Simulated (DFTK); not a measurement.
The system is Ga.

```
Ga
1.0
     2.71648    0.00000    0.00000
     0.00000    2.71648    0.00000
     0.00000    0.00000    2.71648
Ga
1
Cartesian
  0.0000 0.0000 0.0000
```

The cell was built by a generator and needn't be a form met in nature.

* Program: DFTK 0.8.2
* Task: single point
* Functional: PBE
* Potentials or basis: dojo.nc.sr.pbe.v0_4_1.standard.upf (PBE)
* Cutoff: 1088 eV
* k mesh: 10 × 10 × 10
* Occupations: fermi-dirac, width 0.05 eV
* Spin: no spin polarisation

On this cell: pressure 0.2 GPa; band gap on the k mesh none (metal or under the smearing width).

The same run follows on a disturbed copy (cell strained at random at fixed volume):

```
Ga
1.0
     2.68064   -0.02635    0.04814
    -0.02635    2.74416    0.02683
     0.04814    0.02683    2.72643
Ga
1
Direct
  0.99487 0.01044 0.99940
```

Task: What does the disturbed cell give?

Result: The energy (extrapolated to zero smearing) moves by -4.5 meV/atom; pressure 0.2 GPa; band gap on the k mesh none (metal or under the smearing width).

Stress tensor (GPa, compression positive):
```
 1.65 -0.52  0.78
-0.52 -0.61  0.50
 0.78  0.50 -0.55
```

The energy falls, though the first cell shows no forces: that form is unstable against this distortion, unless noise or another electronic state is at work.
